**Q:** GaN and ZnO puzzle me. Both are wurtzite crystals of neighbouring metals, with shortest distances of 1.945 and 1.970 Å. Why should one be much harder to compress than the other?

Wurtzite-type crystals (space group P6_3mc), relaxed within that symmetry using Ansatz 0.2.0 with r2SCAN, scalar-relativistic plane-wave PAW, a 500 eV cutoff, Gaussian smearing and no spin polarisation. Bulk moduli and equilibrium volumes come from third-order Birch-Murnaghan fits, with cell shape and atoms relaxed at each volume.

```tsv
formula	element on site A	Z A	element on site B	Z B	difference of Pauling electronegativities	valence electrons	shortest distance (Å)	k mesh	smearing width	bulk modulus (GPa)	equilibrium volume (Å³/atom)	energy over elements (eV/atom)	band gap on mesh (eV)
AlN	Al	13	N	7	1.43	8	1.888	12×12×6	0.02 eV	210	10.40	-1.631	4.880
ZnO	Zn	30	O	8	1.79	18	1.970	12×12×6	0.02 eV	150	11.81	-1.637	1.238
ZnS	Zn	30	S	16	0.93	18	2.334	6×6×4	0.02 eV	78.2	19.59	-0.979	2.776
GaN	Ga	31	N	7	1.23	8	1.945	12×12×6	0.02 eV	197	11.37	-0.654	2.351
CdS	Cd	48	S	16	0.89	18	2.544	6×6×4	0.02 eV	60.3	25.40	-0.809	1.633
CdSe	Cd	48	Se	34	0.86	18	2.655	6×6×4	0.02 eV	51.4	28.87	-0.764	1.105
TaN	Ta	73	N	7	1.54	10	1.963	18×18×8	0.1 eV	253	12.95	-0.906	0.000
```

**A:** The bulk modulus $B$ is 197 GPa for GaN and 150 GPa for ZnO, so GaN is stiffer by nearly a third. To find the cause, separate how much energy a compression costs from how much space that energy is spread over. With the energy $E$ and the equilibrium volume $V$ both taken per atom,

$$B = V\,\frac{d^2E}{dV^2}, \qquad \Delta E \approx \tfrac12\,BV\left(\frac{\Delta V}{V}\right)^2 .$$

The product $BV$ is therefore an energy per atom: it sets the price of a given relative compression. Dividing it by the volume gives the stiffness that a press would feel.

**Q:** What does that separation give for the pair?

**A:** The volumes differ by only 4 %, so dilution explains little. $BV$ is 14.0 eV per atom in GaN and 11.1 eV in ZnO, and most of the difference in stiffness sits there. Squeezing GaN by one per cent in volume takes about 2 GPa and costs about 0.7 meV per atom. The same relative squeeze is cheaper in ZnO because its bonds resist less, although they are almost equally long.

**Q:** The table lists 8 valence electrons for GaN and 18 for ZnO. Is that the reason?

**A:** No, that is a way of counting. The filled 3d shell is counted for zinc and left out for gallium, but both metals have one. In both crystals eight s and p electrons per formula unit hold the atoms together.

What differs is where these electrons sit. Gallium brings three and nitrogen five; zinc brings two and oxygen six. Oxygen's levels lie far below those of zinc, so the electrons stay mostly on oxygen and gain little energy from being shared. In GaN the levels are closer, the sharing is more complete, and its energy depends strongly on distance. The ions of GaN also carry higher formal charges, which strengthens their attraction. This is the standard theory of polar bonds; the table contains no charges with which to weigh the two contributions.

**Q:** But the energy over elements is −0.654 eV per atom for GaN and −1.637 eV for ZnO. That makes GaN look like the weakly bound one.

**A:** That energy compares the crystal with the elements as they normally exist, and nitrogen exists as N₂, with one of the strongest bonds known. GaN has to pay for breaking it. Compressing the crystal does not involve N₂ at all, so a fairer comparison starts from free atoms.

Rough recalled energies for making free atoms are 2.8 eV for Ga, 4.9 eV for N, 1.4 eV for Zn and 2.6 eV for O. Half of each sum belongs to one atom of the crystal, and the energy released on forming the compound is added:

$$\text{GaN: } \frac{2.8+4.9}{2}+0.654\approx 4.5\ \text{eV}, \qquad \text{ZnO: } \frac{1.4+2.6}{2}+1.637\approx 3.6\ \text{eV}.$$

Seen from free atoms, GaN is bound more strongly by about a quarter, much like the ratio of the two $BV$ values. The order that looked wrong has turned round.

**Q:** Can I then read the stiffness off the binding energy?

**A:** Only roughly. The output printed below gives the same estimate for every row, with no constant adjusted to the table. $BV$ is between 2.4 and 3.6 times the binding energy, so the two are related without being proportional.

AlN shows the weakness best. It is bound more strongly than GaN by more than 1 eV per atom, yet its $BV$ is slightly lower. Binding energy measures how deep the energy well is, whereas stiffness measures how sharply it curves at the bottom. The filled 3d shell of gallium may add a steep repulsion that aluminium lacks, but that is a guess. AlN still has the higher bulk modulus of the two, 210 GPa, because its atoms take up less room.

**Q:** So far the volume has hardly mattered. Does it ever take over?

**A:** It does when you go from ZnO to CdSe. The bulk modulus falls by a factor of 2.9, to 51.4 GPa. The volume per atom grows by a factor of 2.4, while $BV$ falls by a factor of only 1.2. Most of the softening is therefore dilution: bonds with a similar price for relative compression are spread through a larger space.

This happens because the formal charges and the number of neighbours stay the same while the ions grow. Replacing oxygen by sulfur is the largest step: the volume rises by 66 % and the bulk modulus drops by 48 %. Oxygen is unusually compact because its 2p electrons have no inner p shell to stay clear of, whereas the 3p electrons of sulfur do. Going on from zinc to cadmium and from sulfur to selenium enlarges the crystal in smaller steps, and the stiffness follows.

**Q:** Why does $BV$ fall at all, if the bonds are of the same kind?

**A:** They are similar, not identical. The electrostatic attraction between ions weakens as they move apart, and so does the energy gained by sharing electrons. Longer bonds should therefore have a somewhat lower $BV$. The drop comes mainly between ZnO and ZnS, where the bond lengthens most; ZnS and CdS then agree to within the digits of the table, although the bond lengthens again. Bond length alone therefore does not settle $BV$, and the table does not show what makes up for it in CdS.

**Q:** Could I use the difference of electronegativities to tell which compounds have the higher $BV$?

**A:** Not by itself. It is smaller in ZnS (0.93) than in GaN (1.23), which would suggest a less polar and stiffer bond, but $BV$ is clearly lower in ZnS. In the theory of polar bonds, what counts is how the difference between the atoms' levels compares with the energy gained by sharing. That gain is expected to be smaller in the longer Zn–S bond, so even a modest difference can leave the electrons unevenly shared. The metal's group is the better first guide here: both AlN and GaN have a higher $BV$ than any of the zinc and cadmium compounds. Both are nitrides with short bonds, however, so the table can't show whether the rule survives when the same metals have larger partners.

**Q:** TaN seems to break everything. It is roomier than GaN, yet it is the stiffest of all.

**A:** Its volume is 14 % larger than that of GaN, and its bulk modulus is still higher, at 253 GPa. $BV$ is therefore almost one and a half times that of GaN. Volume alone can rank crystals by stiffness only while their bonds stay similar, and here they do not.

Tantalum and nitrogen bring ten valence electrons, two more than the eight that fill the bonding states of an ordinary wurtzite crystal. In GaN two further electrons would have to enter states that weaken the bonds. Tantalum has partly filled 5d orbitals at accessible energies, which can bond to nitrogen and also take up the extra electrons. The calculation does give a metal, though only just: the bands that the ten electrons would fill overlap the next ones by about 0.26 eV. Since r2SCAN tends to make band gaps too small, a more accurate method might even open a small gap. Strong bonding through the d orbitals is the natural explanation for the high stiffness, and some of it may act directly between tantalum atoms.

**Q:** Is it still the same structure, so that the comparison is fair?

**A:** It has the same symmetry but a different shape. The ratio of cell height to width is 1.94 in TaN, against 1.60 to 1.64 in the other rows. In a cell of this size and shape, four equal Ta–N bonds would all be longer than the shortest distance of 1.963 Å. The bonds therefore differ, and that distance does not describe them all. Since the extra electrons and the stretched shape come together, this one row can't tell how much each contributes.

There is also a practical limit. Wurtzite is not the stable form of TaN, and the calculation kept its symmetry and excluded magnetism. The value of 253 GPa belongs to this model crystal and should not go into a design as the stiffness of tantalum nitride.

**Q:** How would I judge a related wurtzite compound, then?

**A:** First ask whether the change keeps the kind of bond. If the ions have the same formal charges and only grow, scale the bulk modulus inversely with the volume and expect the result to come out about right or somewhat high. Starting from ZnO, this gives a value for CdSe that is 19 % above the calculated one.

If the charges change, as between ZnO and GaN, the volume no longer decides and you have to think about how the electrons are shared. If electrons are left over once the bonds are full, as in TaN, look at the metal's d orbitals and at the shape of the cell before trusting any scaling.

Printed output of the fit:

```
Stiffness as an energy, and binding against free atoms (rough):
   row  B times V in eV/atom  binding against atoms in eV/atom  ratio of the two    c/a
   AlN                 13.63                             5.781             2.358  1.602
   ZnO                 11.06                             3.637              3.04  1.611
   ZnS                 9.562                             3.129             3.056  1.641
   GaN                 13.98                             4.504             3.104  1.629
   CdS                  9.56                             2.859             3.344  1.625
  CdSe                 9.262                             2.564             3.612   1.63
   TaN                 20.45                             7.406             2.761  1.942
B of AlN over B of CdSe: 4.086
B of ZnO over B of CdSe: 2.918
Volume of CdSe over volume of ZnO: 2.445
BV of ZnO over BV of CdSe: 1.194
Share of volume in the fall of log B from ZnO to CdSe, percent: 83.46
Change of B from ZnO to ZnS, percent: -47.87
Change of volume from ZnO to ZnS, percent: 65.88
Change of B from ZnS to CdS, percent: -22.89
Change of volume from ZnS to CdS, percent: 29.66
Change of B from CdS to CdSe, percent: -14.76
Change of volume from CdS to CdSe, percent: 13.66
B of GaN over B of ZnO: 1.313
Volume of ZnO over volume of GaN: 1.039
BV of GaN over BV of ZnO: 1.264
Binding against atoms, GaN over ZnO (rough): 1.238
Energy over elements, GaN less ZnO, eV/atom: 0.983
B of AlN over B of ZnO: 1.4
BV of GaN over BV of AlN: 1.026
B of TaN over B of GaN: 1.284
Volume of TaN over volume of GaN: 1.139
BV of TaN over BV of GaN: 1.463
```
